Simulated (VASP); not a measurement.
Wanted: the native input for a VASP 6.6.1 run.

```yaml
Task: relaxation of cell and atoms
Functional: PBE
Dispersion: D3(BJ)
Potentials_or_basis: VASP PAW PBE potentials, release 64 (Sr_sv, Cl)
Cutoff: 600 eV
k_mesh: 8 × 8 × 8
Occupations: gaussian, width 0.03 eV
Spin: no spin polarisation
Further_INCAR_settings: ALGO = Normal; EDIFF = 1e-07; IBRION = 2; EDIFFG = -0.005; NSW = 90; ISIF = 3
```

The structure of SrCl2 lies in POSCAR:

```
SrCl2                                   
1.0
    0.0000000000      3.4829344939      3.4829344939
    3.4829344939      0.0000000000      3.4829344939
    3.4829344939      3.4829344939      0.0000000000
  Sr              Cl            
     1     2
Direct
     0.0000000000000000    1.0000000000000000    1.0000000000000000
     0.2500000000000000    0.2500000000000000    0.2500000000000000
     0.7500000000000000    0.7500000000000000    0.7500000000000000
```

One way to write it, as run:

INCAR

```
SYSTEM = SrCl2
PREC = Accurate
ENCUT = 600
EDIFF = 1E-7
ISMEAR = 0
SIGMA = 0.03
LREAL = .False.
LASPH = .True.
NELM = 80
ALGO = Normal
ISIF = 3
LWAVE = .False.
LCHARG = .False.
GGA = PE
IVDW = 12
IBRION = 2
NSW = 90
EDIFFG = -0.005
```

KPOINTS

```
Automatic mesh
0
Gamma
  8 8 8
  0 0 0
```

Potentials or basis: VASP PAW PBE potentials, release 64 (Sr_sv, Cl).

Launch:

```console
$ cat potpaw_PBE.64/Sr_sv/POTCAR potpaw_PBE.64/Cl/POTCAR > POTCAR
$ mpirun -np 1 vasp_std > vasp.out
```

Results of the run:

| Item | Value |
| --- | --- |
| Pressure after relaxing | 0.0 GPa |
| Band gap on the k mesh | 5.36 eV, indirect (least direct gap 5.50 eV) |
| Dispersion energy per atom | -0.223 eV |

Caveat: the relaxation stopped at its first step, so nothing moved.

Wall time 42 s on 1 thread of Intel(R) Xeon(R) Platinum 8488C (Sapphire Rapids) (shared host), peak memory 0.26 GiB.
